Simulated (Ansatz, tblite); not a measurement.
BeS: GFN2-xTB, run from Python

These are simulated results from tblite 0.8.0, not measurements. The cell was built from a prototype and was relaxed with r2SCAN in plane waves (Ansatz 0.2.0). Not every such cell is a known phase. All runs are without spin polarisation.

The symmetry is F-43m (No. 216, cubic); conventional cell a = 4.869 Å, 14.43 Å³ an atom. Be has 4 S at 2.11 Å; S has 4 Be at 2.11 Å.

tblite solves periodic systems at the zone centre alone, so the script builds a cluster of 2×2×2 conventional cells (64 atoms), which folds in a coarse mesh of k points.

Input script:

```python
import json
from ase import Atoms
from ase.build import make_supercell
from ase.units import Bohr, GPa, Hartree
from tblite.interface import Calculator

atoms = Atoms(['Be', 'S'],
              cell=[[0.0, 2.43430623, 2.43430623], [2.43430623, 0.0, 2.43430623], [2.43430623, 2.43430623, 0.0]],
              scaled_positions=[[0.0, 0.0, 0.0], [0.25, 0.25, 0.25]],
              pbc=True)
cluster = make_supercell(atoms, [[-2, 2, 2], [-2, -2, 2], [2, -2, 2]])
calc = Calculator('GFN2-xTB', cluster.numbers, cluster.positions / Bohr, lattice=cluster.cell[:] / Bohr, periodic=cluster.pbc)
calc.set('temperature', 0.02 / Hartree)
calc.set('max-iter', 150)
res = calc.singlepoint()
levels = res.get('orbital-energies') * Hartree
nv = round(res.get('orbital-occupations').sum() / 2)
cells = len(cluster) // len(atoms)
out = {'energy_per_cell': res.get('energy') * Hartree / cells, 'homo': levels[nv - 1], 'lumo': levels[nv],
       'stress': (-res.get('virial') * Hartree / cluster.get_volume() / GPa).tolist(), 'charges': res.get('charges')[:len(atoms)].tolist(), 'electrons': 2 * nv / cells}
json.dump(out, open('results.json', 'w'))
for key, value in out.items():
    print(key, value)
```

Command: `python run.py`. It took 5.7 s on 1 thread of Arm Neoverse V1 (shared host), peak memory 0.11 GiB.

What it printed:

```
------------------------------------------------------------
  cycle        total energy    energy error   density error
------------------------------------------------------------
      1     -110.1610231971  -1.1068586E+02   4.4315211E-01
      2      129.2727662703   2.3943379E+02   1.0070699E+00
      3     -124.1380853294  -2.5341085E+02   2.4312552E-01
      4     -122.4239971411   1.7140882E+00   1.5471791E-01
      5     -129.1443765592  -6.7203794E+00   1.7719236E-02
      6     -129.1504755833  -6.0990241E-03   7.3057344E-03
      7     -129.1639305856  -1.3455002E-02   6.9384713E-04
      8     -129.1639583128  -2.7727207E-05   5.5161402E-04
      9     -129.1640199790  -6.1666152E-05   1.7670948E-04
     10     -129.1640235632  -3.5842634E-06   1.1165275E-04
     11     -129.1640264310  -2.8677364E-06   3.2652496E-05
     12     -129.1640267276  -2.9666941E-07   1.2693558E-05
------------------------------------------------------------

 total:                                   5.045 sec
energy_per_cell -109.83538099210672
homo -8.138004384891325
lumo -2.7700365693154416
stress [[6.2088905577404745, -2.551848664380294e-06, 2.5518486710182653e-06], [-2.5518486638100543e-06, 6.20889055774047, 2.551848665862061e-06], [2.551848671034554e-06, 2.551848665631652e-06, 6.20889055774042]]
charges [0.5500801208487548, -0.5500814573987497]
electrons 8.0
```

The cycle table is in hartree for the whole cluster, and the lines after it are in eV (the energy for one cell). The printed stress is in GPa and positive in compression, and the pressure is its mean diagonal.

GFN2-xTB gives a gap of 5.37 eV. On the same cell, plane-wave PBE (Ansatz, 10×10×10 k points and the special points) gives a gap of 3.14 eV and r2SCAN a gap of 3.59 eV; on shared hosts these took about 1.7 and 4.4 core-seconds on the 2-atom cell, against 5.7 for the script. Semilocal gaps usually lie below measured ones. xTB was fitted to molecules, so gaps, charges and pressures of solids can be far off, and the gap also depends on the size of the cluster.

The same script was run on cells scaled at fixed shape and fractional coordinates:

```json
{"volume (Å³/atom)": "12.69", "energy (meV/atom)": "150.0", "pressure (GPa, positive in compression)": "23.27", "gap (eV)": "6.62"}
{"volume (Å³/atom)": "13.56", "energy (meV/atom)": "52.4", "pressure (GPa, positive in compression)": "13.33", "gap (eV)": "6.45"}
{"volume (Å³/atom)": "14.43", "energy (meV/atom)": "0.0", "pressure (GPa, positive in compression)": "6.21", "gap (eV)": "5.37"}
{"volume (Å³/atom)": "15.29", "energy (meV/atom)": "-18.9", "pressure (GPa, positive in compression)": "0.98", "gap (eV)": "4.53"}
{"volume (Å³/atom)": "16.16", "energy (meV/atom)": "-13.1", "pressure (GPa, positive in compression)": "-2.94", "gap (eV)": "3.87"}
```

A Birch-Murnaghan fit puts the minimum at 15.48 Å³/atom, 7.3 % above the given cell, with a bulk modulus of 76.3 GPa at fixed shape.

xTB was fitted mostly to molecules, and a small cluster samples few k points, so gaps, pressures and kinks along a curve can be far from a solid's.
